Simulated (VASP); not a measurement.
A run of VASP 6.6.1:

INCAR

```
SYSTEM = CoSi2
PREC = Accurate ; ENCUT = 520
EDIFF = 1E-6 ; ISMEAR = 0
SIGMA = 0.1 ; LREAL = .False.
LASPH = .True. ; NELM = 80
ALGO = Normal ; ISIF = 2
LWAVE = .False. ; LCHARG = .False.
GGA = PE ; NBANDS = 16
```

Contents of KPOINTS:

```
Automatic mesh
0
Gamma
  6 6 6
  0 0 0
```

The input POSCAR:

```
CoSi2
1.0
    0.0000000000      2.6780000000      2.6780000000
    2.6780000000      0.0000000000      2.6780000000
    2.6780000000      2.6780000000      0.0000000000
Co Si
1 2
Direct
    0.0000000000      0.0000000000      0.0000000000
    0.2500000000      0.2500000000      0.2500000000
    0.7500000000      0.7500000000      0.7500000000
```

Potentials or basis: VASP PAW PBE potentials, release 64 (Co, Si).

Run with:

```console
$ cat potpaw_PBE.64/Co/POTCAR potpaw_PBE.64/Si/POTCAR > POTCAR
$ mpirun -np 1 vasp_std > vasp.out
```

Hardware: 1 thread of Intel(R) Xeon(R) Platinum 8488C (Sapphire Rapids), with other jobs on the host.

**Question.** Estimate the wall time of this run.

**Answer.** Wall time 8 s on 1 thread of Intel(R) Xeon(R) Platinum 8488C (Sapphire Rapids), with other jobs on the host, peak memory 0.15 GiB. Counts: scf iterations 14, k points 16.
